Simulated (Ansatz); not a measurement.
# CuO (P1) in Ansatz: further runs

Aim: see how the results for CuO move with the level of theory and the settings. Levels: LDA, r2SCAN+U. Tasks: band structure.

Program: Ansatz 0.2.0. These are calculated values, not measurements. Logs are shortened: lines on timing, memory, paths and dates and some standing lists are left out, and cuts for length are marked.

**1. Starting point**

The typed cell holds 8 atoms: a = 2.900 Å, b = 5.544 Å, c = 5.643 Å, α = 113.11°, β = 101.64°, γ = 92.01°.

**2. Band structure, LDA**

Contents of input.yaml:

```yaml
crystal:
  lattice:
    - [2.34185, -1.7113, 0.0]
    - [-1.49182, -1.7113, -5.05787]
    - [2.34185, 5.1339, 0.0]
  atoms:
    - { symbol: Cu, position: [0.32132716, 0.95657656, 0.29054178] }
    - { symbol: Cu, position: [0.67867284, 0.04342344, 0.70945822] }
    - { symbol: Cu, position: [0.3225567, 0.52186451, 0.68364633] }
    - { symbol: Cu, position: [0.6774433, 0.47813549, 0.31635367] }
    - { symbol: O, position: [0.41767164, 0.70732048, 0.00989985] }
    - { symbol: O, position: [0.41392836, 0.79267952, 0.65850015] }
    - { symbol: O, position: [0.22493959, 0.34816805, 0.07342398] }
    - { symbol: O, position: [0.94346041, 0.15183195, 0.25817602] }
hamiltonian:
  xc: lda
  pseudopotentials: { kind: paw }
kpoints:
  mp_grid: { grid: [9, 5, 5] }
  band_path:
    path:
      - [[0.5, 0.0, 0.0], [0.0, 0.0, 0.0], [0.0, -0.5, 0.0]]
      - [[0.5, -0.5, 0.0], [0.0, 0.0, 0.0], [0.0, 0.5, -0.5]]
      - [[0.5, 0.5, -0.5], [0.0, 0.0, 0.0], [0.0, 0.0, -0.5]]
      - [[0.5, 0.0, -0.5], [0.0, 0.0, 0.0]]
    npoints: 10
scf:
  occupations: { method: fermi_dirac, width: 0.05 }
  n_extra_bands: 20
output:
  forces: true
  stress: true
  eigenvalues: true
  fatbands: true
```

Potentials or basis: Ansatz PAW.

Launch:

```
ansatz run input.yaml --threads 4 --pin off --max-ram 11264MiB --backend cpu --events-out ev --progress --plain --runs-dir out
```

Standard output:

```text
Warning: RAYON_NUM_THREADS=4 ignored (pool sized by the plan → 4); use --threads N
scf.n_extra_bands = 20 over 50 filled bands (N_el = 100.0): the run solves 70 bands
Engine: ansatz 0.2.0, x86_64-unknown-linux-gnu
Pseudopotentials: kind: paw
Pseudopotential: Cu, paw, valence charge 19, recommended cutoff 420 eV (normal), Cu.paw.azcp
Pseudopotential: O, paw, valence charge 6, recommended cutoff 420 eV (normal), O.paw.azcp
Functional definition: SPW92
  exchange = slater_x
  correlation = pw_c
Crystal: 8 atoms, lattice volume = 81.080 Å³
Basis set: ecut = 420 eV, 1587 PW (Γ)
Bands: 70, of which v1, the nominal top of the filled ones, is band 50 counted from 1 (49 counted from 0)
Symmetry: 1 space group operations
Space group: P1 (ITA 1), of the structure as read, at distance tolerance 4.3e-5 Å
k-points: 113 of 225 (time reversal used)
Non-local potential: Cu, projectors of the file, l = 0: 3, l = 1: 2, l = 2: 3, l = 3: 1
Non-local potential: O, projectors of the file, l = 0: 2, l = 1: 2, l = 2: 1
PAW form: soft (Blöchl's): semilocal exchange-correlation on the pseudo side does not see the compensation charge
PAW frozen core: Cu, regenerated for the run's functional, and the local potential with it (the file was generated under x = pbe(κ = 0.804, μ = 0.2195149727645171), c = pbe(β = 0.06672455060314922))
PAW frozen core: O, regenerated for the run's functional, and the local potential with it (the file was generated under x = pbe(κ = 0.804, μ = 0.2195149727645171), c = pbe(β = 0.06672455060314922))
PAW one-centre angular grid: Cu, 590 points (default); XC on 64 Gauss nodes
PAW one-centre angular grid: O, 110 points (default); XC on 64 Gauss nodes
Initial density: superposition of atomic densities (neutral atoms: chi_scale 0, normalization atom), corrected by the library's trained network
Initial wavefunctions: pseudopotential atomic-orbital guess
Functional: x = slater, c = lda
SCF iter   1: F=—  HF=-28427.953705 eV  |F-HF|=—  |Δ(HF+E_count)|=         —  Δρ=3.10e-2  dr2=5.67e-1  ethr=1.77e-3  ⟨swp⟩=5.7  Hψ=32182  notcnv=0  defer=211
preconditioner: auto → LDOS  [metal: Δε(μ)=0.013 eV  Ē_g=15.847 eV  σ=0.050 eV  W_gap=0.06  n_scr=34 (ndim 8)  ℏωp=34.0 eV  f_vac=0.027  D(μ)=4.40/eV (n_scr^D=40)  β→1.0]
SCF iter   2: F=—  HF=-28428.149631 eV  |F-HF|=—  |Δ(HF+E_count)|=   1.96e-1  Δρ=5.01e-2  dr2=1.14e0  ethr=5.67e-4  ⟨swp⟩=2.7  Hψ=15717  notcnv=0  defer=1378  recentre
SCF iter   3: F=—  HF=-28427.833406 eV  |F-HF|=—  |Δ(HF+E_count)|=   3.16e-1  Δρ=1.06e-2  dr2=7.25e-2  ethr=5.67e-4  ⟨swp⟩=2.8  Hψ=12950  notcnv=0  defer=1378
SCF iter   4: F=—  HF=-28427.818371 eV  |F-HF|=—  |Δ(HF+E_count)|=   1.50e-2  Δρ=2.41e-3  dr2=4.89e-3  ethr=7.25e-5  ⟨swp⟩=2.4  Hψ=12611  notcnv=0  defer=1382
SCF iter   5: F=—  HF=-28427.818107 eV  |F-HF|=—  |Δ(HF+E_count)|=   2.64e-4  Δρ=2.00e-3  dr2=2.38e-3  ethr=4.89e-6  ⟨swp⟩=2.8  Hψ=9831  notcnv=0  defer=1382
SCF iter   6: F=—  HF=-28427.817866 eV  |F-HF|=—  |Δ(HF+E_count)|=   2.40e-4  Δρ=7.83e-4  dr2=4.38e-4  ethr=2.38e-6  ⟨swp⟩=1.0  Hψ=6528  notcnv=0  defer=1382
SCF iter   7: F=—  HF=-28427.817831 eV  |F-HF|=—  |Δ(HF+E_count)|=   3.57e-5  Δρ=4.13e-4  dr2=1.07e-4  ethr=4.38e-7  ⟨swp⟩=1.0  Hψ=6528  notcnv=0  defer=1382
SCF iter   8: F=—  HF=-28427.817821 eV  |F-HF|=—  |Δ(HF+E_count)|=   1.01e-5  Δρ=1.49e-4  dr2=1.44e-5  ethr=1.07e-7  ⟨swp⟩=2.4  Hψ=9950  notcnv=0  defer=1382
SCF iter   9: F=—  HF=-28427.817817 eV  |F-HF|=—  |Δ(HF+E_count)|=   3.69e-6  Δρ=5.54e-5  dr2=1.99e-6  ethr=1.44e-8  ⟨swp⟩=1.0  Hψ=6528  notcnv=0  defer=1382
SCF iter  10: F=—  HF=-28427.817817 eV  |F-HF|=—  |Δ(HF+E_count)|=   1.38e-7  Δρ=2.42e-5  dr2=4.36e-7  ethr=1.99e-9  ⟨swp⟩=1.0  Hψ=6528  notcnv=0  defer=1382
SCF iter  11: F=—  HF=-28427.817817 eV  |F-HF|=—  |Δ(HF+E_count)|=   3.40e-8  Δρ=1.57e-5  dr2=1.69e-7  ethr=1.00e-10  ⟨swp⟩=9.2  Hψ=35497  notcnv=0
SCF iter  12: F=-28427.817817 eV  HF=-28427.817817 eV  |F-HF|=1.70e-8  |Δ(HF+E_count)|=   1.19e-8  Δρ=5.31e-6  dr2=1.61e-8  ethr=1.00e-10  ⟨swp⟩=3.7  Hψ=19727  notcnv=0
SCF 1 converged in 12 iterations: F = -28427.817817 eV  dr2 = 1.61e-8
NSCF: frozen V_eff on 74 k-points
SCF converged after 12 iterations
Free energy (F): -28427.817817 eV
Harris-Foulkes:  -28427.817817 eV  (|F-HF|=1.70e-8)
Internal energy: -28427.774404 eV  (E = F + TS)
E sigma→0 (E₀):  -28427.796111 eV
Entropy (-TS):   -0.043412 eV (-5.427 meV/atom)
Fermi energy:    11.704204 eV
--- Per-component energies (eV) ---
  E_band       = -1790.770458
  E_kinetic    = 1898.453060
  E_local      = -20388.632883  (includes V_loc(G=0)·N_el)
  E_nonlocal   = 1782.422302
  E_hartree    = 8839.980855
  E_xc         = -645.058544
  E_vxc        = -833.396514  (∫ρ·V_xc dr)
  E_paw        = -6949.121402  (= ΣΔE_a)
  E_vpaw       = -1929.605722  (= ΣTr[D̂ρ^β])
  E_aug_tail   = 0.010740  (compensation charges beyond the density's cutoff)
  E_ewald      = -12968.014858
  E_core_change = 2.186326  (= ΣΔE_core)
  E_smearing   = -0.043412  (= −TS)
  E_closure    = -0.000000  (closes the sum)
  Σ components = -28427.817817   (vs F -28427.817817, Δ=0.00e0)
--- Forces (eV/Å), atoms counted from 1 ---
  atom   1  Cu     3.02525496    -0.95433776     2.43106947
  atom   2  Cu     4.92410086    -4.84295211   -13.20219019
  atom   3  Cu     0.44859988     2.12369761     7.28041275
  atom   4  Cu     4.66047147    -0.13198761    -2.34851035
  atom   5  O      1.76368356     2.05016156     0.71795832
  atom   6  O     -5.25106530     1.32328043     6.13012680
  atom   7  O     -6.15621921    -1.37424613     2.23730159
  atom   8  O     -3.41480733     1.80641799    -3.24618463
  max |Σ_I F_I| component: 3.40e-5 eV/Å
--- Stress (GPa, compression-positive) ---
       32.459749       1.934312      -1.766623
        1.934316      25.507819      20.992553
       -1.766629      20.992552      60.612817
  P = ⅓ Tr σ = 39.5268 GPa (395.268 kbar)
--- Band table (eV; the first three rows and the last of 113) ---
  k-point 0: bands = ["-100.9783", "-100.7454", "-100.4201", "-100.4027", "-59.0509", "-58.8987", "-58.8886", "-58.7846", "-58.6023", "-58.5421", "-58.4879", "-58.2692", "-58.1681", "-58.1051", "-57.9824", "-57.8790", "-8.8914", "-8.1361", "-6.5289", "-6.0787", "2.6619", "3.7638", "4.0835", "4.8539", "5.2342", "5.3476", "5.5078", "5.9580", "6.7879", "6.9587", "7.4048", "7.7205", "7.7954", "8.1145", "8.1345", "8.2446", "8.7365", "8.8606", "8.9074", "9.1668", "9.3032", "9.3915", "9.5753", "10.0032", "10.2831", "10.9286", "11.1343", "11.3250", "11.4448", "11.7079", "11.8989", "12.0609", "12.3321", "15.8327", "16.2278", "18.3830", "19.8176", "20.9825", "21.2675", "24.3654", "24.4806", "25.2614", "26.4253", "26.5693", "27.4931", "28.2775", "29.1376", "29.4262", "30.0757", "30.5135"]
  k-point 1: bands = ["-100.9783", "-100.7454", "-100.4201", "-100.4027", "-59.0509", "-58.8987", "-58.8886", "-58.7846", "-58.6023", "-58.5421", "-58.4879", "-58.2692", "-58.1681", "-58.1051", "-57.9824", "-57.8790", "-8.8464", "-8.1767", "-6.5519", "-6.0761", "2.6886", "3.7809", "4.1192", "4.8433", "5.0347", "5.4413", "5.6228", "5.9774", "6.8161", "6.9882", "7.4126", "7.5730", "7.9020", "8.0236", "8.2128", "8.3183", "8.7492", "8.8341", "8.9219", "9.1169", "9.2657", "9.4089", "9.5149", "9.8869", "10.2364", "10.9408", "11.0279", "11.2939", "11.4515", "11.6435", "11.9077", "12.2542", "12.5353", "15.6787", "16.2002", "18.2876", "19.9216", "20.7051", "21.9876", "23.8787", "24.2841", "25.3598", "26.0919", "27.0740", "27.5959", "28.3970", "28.6584", "29.4289", "30.0021", "30.3358"]
  k-point 2: bands = ["-100.9783", "-100.7454", "-100.4201", "-100.4027", "-59.0509", "-58.8987", "-58.8886", "-58.7846", "-58.6023", "-58.5420", "-58.4879", "-58.2692", "-58.1681", "-58.1051", "-57.9824", "-57.8790", "-8.7571", "-8.2590", "-6.5876", "-6.0733", "2.7293", "3.8928", "4.1351", "4.5334", "5.1521", "5.5939", "5.6437", "5.9755", "6.9298", "7.0665", "7.3929", "7.5091", "7.7365", "8.1448", "8.2113", "8.4016", "8.7164", "8.8232", "8.8611", "9.0203", "9.2040", "9.3716", "9.5498", "9.7462", "10.2524", "10.8480", "10.9952", "11.2342", "11.4407", "11.4818", "11.9401", "12.4540", "13.1357", "15.0867", "16.2453", "18.1602", "20.0472", "20.9403", "22.4870", "23.6338", "24.0323", "24.8530", "26.1060", "27.0214", "27.5917", "28.4894", "28.9498", "29.3908", "30.0294", "30.4362"]
  k-point 112: bands = ["-100.9776", "-100.7447", "-100.4195", "-100.4021", "-59.0500", "-58.9042", "-58.8871", "-58.7863", "-58.6101", "-58.5410", "-58.4967", "-58.2753", "-58.1671", "-58.1050", "-57.9894", "-57.8875", "-8.4010", "-7.5439", "-6.5144", "-5.8195", "2.7685", "3.8341", "4.2213", "4.3563", "4.5377", "5.0263", "5.4643", "6.2799", "6.5866", "6.9105", "7.0225", "7.7270", "7.9894", "8.0929", "8.3611", "8.4676", "8.8645", "8.9517", "9.1587", "9.2046", "9.3466", "9.4250", "9.7016", "9.8154", "10.1197", "10.3928", "10.6472", "10.8836", "11.2140", "11.5664", "11.9169", "12.2688", "14.0041", "15.5831", "16.4843", "17.5377", "19.3122", "19.4995", "20.9952", "22.0917", "22.4299", "23.7646", "24.5304", "26.1871", "26.4259", "27.4988", "27.6211", "28.5771", "29.4343", "29.9356"]
```

It took 32 s on 4 threads of AMD EPYC 7R43 (Zen 3), shared host; peak memory 0.77 GiB.

What came out:

* Free energy: -28427.8178 eV
* Pressure: 39.5 GPa
* Largest force: 14.900 eV/Å
* Band gap on the k mesh: none (metal or under the smearing width)

Forces on the atoms (eV/Å):
```
Cu    3.025  -0.954   2.431
Cu    4.924  -4.843 -13.202
Cu    0.449   2.124   7.280
Cu    4.660  -0.132  -2.349
O     1.764   2.050   0.718
O    -5.251   1.323   6.130
O    -6.156  -1.374   2.237
O    -3.415   1.806  -3.246
```

Stress tensor (GPa, compression positive):
```
32.46  1.93 -1.77
 1.93 25.51 20.99
-1.77 20.99 60.61
```

Levels at the corners of the path, in eV from the Fermi level:
```csv
point,band 48,band 49,band 50,band 51,band 52,band 53
X,-0.69,-0.53,-0.25,-0.06,0.71,2.67
Γ,-0.38,-0.26,0.00,0.19,0.36,0.63
Y,-0.41,-0.34,0.15,0.36,0.59,1.33
L,-0.67,-0.48,-0.10,0.40,0.79,2.38
Γ,-0.38,-0.26,0.00,0.19,0.36,0.63
Z,-0.67,-0.52,-0.36,-0.03,0.54,1.64
N,-0.88,-0.62,-0.34,0.05,0.52,2.79
Γ,-0.38,-0.26,0.00,0.19,0.36,0.63
M,-0.48,-0.29,-0.22,0.24,0.77,1.59
R,-0.87,-0.44,-0.32,-0.08,0.39,2.22
Γ,-0.38,-0.26,0.00,0.19,0.36,0.63
```

Caveat: a pressure of tens of GPa on the cell as given is suspect, and the run, the potentials or the cell itself is likely at fault; the pressure holds a Pulay correction of +0.9 GPa for the finite cutoff; the run has no spin polarisation, though such a crystal can be magnetic; semilocal functionals often make such compounds metallic where correlation or magnetic order opens a gap, which also shifts bond lengths; the PAW data sets come from PBE, with cores solved anew for the run's functional, which leaves a small shift of forces and pressure; forces of over 1 eV/Å show positions far from the minimum, so gaps and moduli don't describe the material at rest. With open d or f shells a metallic result of LDA can be an artefact of self-interaction; +U or a hybrid may open a gap.

[end of part 1 of 2]
